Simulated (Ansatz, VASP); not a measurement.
**Tl: VASP beside Ansatz**

```
CELL_PARAMETERS angstrom
-1.97568 1.97568 1.97568
1.97568 -1.97568 1.97568
1.97568 1.97568 -1.97568
ATOMIC_POSITIONS crystal
Tl 0.00000 0.00000 0.00000
```

Alike in both runs: functional PBE; k mesh 15 × 15 × 15; occupations fermi-dirac, width 0.05 eV; non-collinear spin, spin-orbit coupling.

Ansatz relaxed the structure, and its values are those at the end. VASP's run is a single point on that final structure, the one shown.

|  | VASP | Ansatz |
| --- | --- | --- |
| version | VASP 6.6.1 | Ansatz 0.2.0 |
| potentials or method | VASP PAW PBE potentials, release 64 (Tl_d), cutoff 520 eV | all-electron LAPW |

```tsv
	VASP	Ansatz	Ansatz less VASP
pressure (GPa)	0.1	0.0	-0.11
net moment per atom (μB)	0.00	0.00	0.000
```

Ansatz ran all-electron here, so the differences hold the error of VASP's frozen core and of both bases.
